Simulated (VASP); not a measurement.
# GaSb (F-43m) in VASP: phonons with PBE

Aim: the phonons of GaSb with PBE.

Everything below comes from runs of VASP 6.6.1. Logs are shortened: lines on timing, memory, paths and dates and some standing lists are left out, and cuts for length are marked.

### 1 The crystal as given

It takes space group F-43m (No. 216, cubic). Conventional cell: a = 6.216 Å, b = 6.216 Å, c = 6.216 Å, α = 90.00°, β = 90.00°, γ = 90.00°. Ga (site symmetry -43m) has 4 Sb at 2.69 Å as nearest neighbours. Around Sb (site symmetry -43m) lie 4 Ga at 2.69 Å.

### 2 Phonons, PBE

INCAR reads:

```
PREC = Accurate
ENCUT = 520
EDIFF = 1E-8
ISMEAR = -1
SIGMA = 0.15
LREAL = False
LASPH = True
NELM = 100
ALGO = Fast
ISIF = 2
LWAVE = False
LCHARG = False
GGA = PE
IBRION = 8
NSW = 1
```

KPOINTS reads:

```
Automatic mesh
0
Gamma
  12 12 12
```

POSCAR reads:

```
GaSb
1.0
    0.0000000000      3.1078059735      3.1078059735
    3.1078059735      0.0000000000      3.1078059735
    3.1078059735      3.1078059735      0.0000000000
Ga Sb
1 1
Direct
    0.0000000000      0.0000000000      0.0000000000
    0.2500000000      0.2500000000      0.2500000000
```

Potentials or basis: VASP PAW PBE potentials, release 64 (Ga_d, Sb).

Launch:

```
$ cat potpaw_PBE.64/Ga_d/POTCAR potpaw_PBE.64/Sb/POTCAR > POTCAR
$ mpirun -np 1 vasp_std > vasp.out
```

OUTCAR:

```text
PREC = Accurate
   ENCUT = 520
   EDIFF = 1E-8
   ISMEAR = -1
   LREAL = False
   LASPH = True
   NELM = 100
   ISIF = 2
   GGA = PE
   IBRION = 8
   NSW = 1

 ion  position               nearest neighbor table
   1  0.000  0.000  0.000-   2 2.69   2 2.69   2 2.69   2 2.69
   2  0.250  0.250  0.250-   1 2.69   1 2.69   1 2.69   1 2.69

  LATTYP: Found a face centered cubic cell.
 ALAT       =     6.2156119470

  Lattice vectors:

 A1 = (   0.0000000000,   3.1078059735,   3.1078059735)
 A2 = (   3.1078059735,   0.0000000000,   3.1078059735)
 A3 = (   3.1078059735,   3.1078059735,   0.0000000000)

Analysis of symmetry for initial positions (statically):
=====================================================================
 Subroutine PRICEL returns:
 Original cell was already a primitive cell.

 Routine SETGRP: Setting up the symmetry group for a
 face centered cubic supercell.

 Subroutine GETGRP returns: Found 24 space group operations
 (whereof 24 operations were pure point group operations)
 out of a pool of 48 trial point group operations.

The static configuration has the point symmetry T_d .

Analysis of symmetry for dynamics (positions and initial velocities):
=====================================================================
 Subroutine PRICEL returns:
 Original cell was already a primitive cell.

 Routine SETGRP: Setting up the symmetry group for a
 face centered cubic supercell.

 Subroutine GETGRP returns: Found 24 space group operations
 (whereof 24 operations were pure point group operations)
 out of a pool of 48 trial point group operations.

The dynamic configuration has the point symmetry T_d .

 Subroutine INISYM returns: Found 24 space group operations
 (whereof 24 operations are pure point group operations),
 and found     1 'primitive' translations

----------------------------------------------------------------------------------------

                                     Primitive cell

  volume of cell :      60.0332

  direct lattice vectors                    reciprocal lattice vectors
     0.000000000  3.107805974  3.107805974    -0.160885205  0.160885205  0.160885205
     3.107805974  0.000000000  3.107805974     0.160885205 -0.160885205  0.160885205
     3.107805974  3.107805974  0.000000000     0.160885205  0.160885205 -0.160885205

  length of vectors
     4.395101357  4.395101357  4.395101357     0.278661349  0.278661349  0.278661349

  position of ions in fractional coordinates (direct lattice)
     0.000000000  0.000000000  0.000000000
     0.250000000  0.250000000  0.250000000

  ion indices of the primitive-cell ions
   primitive index   ion index
                 1           1
                 2           2

----------------------------------------------------------------------------------------

 KPOINTS: Automatic mesh

Automatic generation of k-mesh.
 Grid dimensions read from file:
 generate k-points for:   12   12   12

 Generating k-lattice:

  Cartesian coordinates                     Fractional coordinates (reciprocal lattice)
    -0.013407100  0.013407100  0.013407100     0.083333333  0.000000000  0.000000000
     0.013407100 -0.013407100  0.013407100     0.000000000  0.083333333  0.000000000
     0.013407100  0.013407100 -0.013407100     0.000000000  0.000000000  0.083333333

  Length of vectors
     0.023221779  0.023221779  0.023221779

  Shift w.r.t. Gamma in fractional coordinates (k-lattice)
     0.000000000  0.000000000  0.000000000

 Subroutine IBZKPT returns following result:
 ===========================================

 Found     72 irreducible k-points:
[... 86 lines left out ...]

 number of electron      17.9999991 magnetization

 Free energy of the ion-electron system (eV)
  ---------------------------------------------------
  ext. energy  EPLUGINS =         0.00000000
  ---------------------------------------------------
  free energy    TOTEN  =        -7.37544282 eV

  energy without entropy =       -7.36789561  energy(sigma->0) =       -7.37166922

 E-fermi :   4.5783     XC(G=0):  -8.8847

 val. band max:        4.3942533567   @ k =   0.0000   0.0000   0.0000
 cond. band min:       4.7039519962   @ k =   0.5000   0.0000   0.0000
 fundamental gap:      0.3096986394
 Fermi energy:         4.5783316834

 k-point     1 :       0.0000    0.0000    0.0000
  band No.  band energies     occupation
      1     -10.5487      2.00000
      2     -10.5487      2.00000
      3     -10.5487      2.00000
      4     -10.5058      2.00000
      5     -10.5058      2.00000
      6      -6.7619      2.00000
      7       4.1001      1.92077
      8       4.3943      1.54666
      9       4.3943      1.54665
     10       4.3943      1.54665
     11       7.1838      0.00000
     12       7.1838      0.00000
     13       7.1838      0.00000
[... 354 lines left out ...]
  band No.  band energies     occupation
      1     -10.5738      2.00000
      2     -10.5377      2.00000
      3     -10.5369      2.00000
      4     -10.5070      2.00000
      5     -10.5057      2.00000
      6      -5.0774      2.00000
      7      -1.6928      2.00000
      8       1.8038      2.00000
      9       3.0228      1.99994
     10       6.0033      0.00015
     11       8.1422      0.00000
     12       8.9062      0.00000
     13      11.1461      0.00000

 [... further k-points ...]

------------------------ aborting loop because EDIFF is reached ----------------------------------------

  FORCE on cell =-STRESS in cart. coord.  units (eV):
  Direction    XX          YY          ZZ          XY          YZ          ZX
  --------------------------------------------------------------------------------------
  -------------------------------------------------------------------------------------
  Total        0.0253301      0.0253301      0.0253301      0.0000000      0.0000000     -0.0000000
  in kB        0.6760137      0.6760137      0.6760137      0.0000000      0.0000000     -0.0000000
  external PRESSURE =       0.6760137 kB  Pullay stress =       0.0000000 kB

 VOLUME and BASIS-vectors are now :
 -----------------------------------------------------------------------------
  energy-cutoff  :      520.00
  volume of cell :       60.03
      direct lattice vectors                 reciprocal lattice vectors
     0.000000000  3.107805974  3.107805974    -0.160885205  0.160885205  0.160885205
     3.107805974  0.000000000  3.107805974     0.160885205 -0.160885205  0.160885205
     3.107805974  3.107805974  0.000000000     0.160885205  0.160885205 -0.160885205

 POSITION                                       TOTAL-FORCE (eV/Angst)
 -----------------------------------------------------------------------------------
      0.00000      0.00000      0.00000        -0.000000     -0.000000      0.000000
      1.55390      1.55390      1.55390         0.000000      0.000000     -0.000000
 -----------------------------------------------------------------------------------
    total drift:                                0.000001      0.000001      0.000001

  FREE ENERGIE OF THE ION-ELECTRON SYSTEM (eV)
  ---------------------------------------------------
  free  energy   TOTEN  =        -7.3754428220 eV

  energy  without entropy=       -7.3678956147  energy(sigma->0) =       -7.37166922

[... ionic steps 2 to 3 ...]

--------------------------------------- Ionic step        4  -------------------------------------------

------------------------ aborting loop because EDIFF is reached ----------------------------------------

[... ionic steps 5 to 6 ...]

--------------------------------------- Ionic step        7  -------------------------------------------

 Free energy of the ion-electron system (eV)
  ---------------------------------------------------
  ---------------------------------------------------
  free energy    TOTEN  =        -0.02573937 eV

  energy without entropy =       -0.02573937

------------------------ aborting loop because EDIFF is reached ----------------------------------------

 INTERNAL STRAIN TENSOR  FOR ION    2  DIRECTION 1   (eV/Angst):
 -----------------------------------------------------------------------------
     0.00472  0.00000  0.00000
     0.00000 -0.00059 -5.91580
     0.00000 -5.91580 -0.00059

 INTERNAL STRAIN TENSOR FOR ION    2 for displacements in x,y,z  (eV/Angst):
          X           Y           Z          XY          YZ          ZX
  --------------------------------------------------------------------------------
  x     0.00000     0.00000     0.00000     0.00000    -5.91580     0.00000
  y     0.00000     0.00000     0.00000     0.00000     0.00000    -5.91580
  z     0.00000     0.00000     0.00000    -5.91580     0.00000     0.00000

 SECOND DERIVATIVES (NOT SYMMETRIZED)
 ------------------------------------
               1X          1Y          1Z          2X          2Y          2Z
  1X    -7.050213    0.000000    0.000000    7.050213    0.000000    0.000000
  1Y     0.000000   -7.050213    0.000000    0.000000    7.050213    0.000000
  1Z     0.000000    0.000000   -7.050213    0.000000    0.000000    7.050213
  2X     7.097267    0.000000    0.000000   -7.097267    0.000000    0.000000
  2Y     0.000000    7.097267    0.000000    0.000000   -7.097267    0.000000
  2Z     0.000000    0.000000    7.097267    0.000000    0.000000   -7.097267

 Eigenvectors and eigenvalues of the dynamical matrix
 ----------------------------------------------------

   1 f  =    6.241813 THz    39.218466 2PiTHz  208.204464 cm-1    25.814052 meV
             X         Y         Z           dx          dy          dz
      0.000000  0.000000  0.000000     0.796441   -0.000000    0.000000
      1.553903  1.553903  1.553903    -0.604717    0.000000    0.000000
[... 21 lines left out ...]
   6 f/i=    0.009999 THz     0.062823 2PiTHz    0.333515 cm-1     0.041351 meV
             X         Y         Z           dx          dy          dz
      0.000000  0.000000  0.000000    -0.336394    0.502515    0.000000
      1.553903  1.553903  1.553903    -0.443046    0.661837    0.000000

--------------------------------------------------------------------------------------------------------

 ELASTIC MODULI CONTR FROM IONIC RELAXATION (kBar)
 Direction    XX          YY          ZZ          XY          YZ          ZX
 --------------------------------------------------------------------------------
 XX           0.0000      0.0000      0.0000      0.0000      0.0000      0.0000
 YY           0.0000      0.0000      0.0000      0.0000      0.0000      0.0000
 ZZ           0.0000      0.0000      0.0000      0.0000      0.0000      0.0000
 XY           0.0000      0.0000      0.0000   -134.2331      0.0000      0.0000
 YZ           0.0000      0.0000      0.0000      0.0000   -134.2331      0.0000
 ZX           0.0000      0.0000      0.0000      0.0000      0.0000   -134.2331
 --------------------------------------------------------------------------------
```

Run time: 6 min. Hardware: 1 thread of Intel Xeon 6975P-C (Granite Rapids), shared host; peak memory 0.64 GiB.

Results:

```
Highest phonon frequency at Γ, LO-TO splitting left out : 208 cm⁻¹
```

Phonon frequencies in cm⁻¹ (negative: imaginary):
| q point | frequencies |
| --- | --- |
| (0.000, 0.000, 0.000) | 0 0 0 208 208 208 |

Spin-orbit coupling is left out, which matters for the levels of Sb.
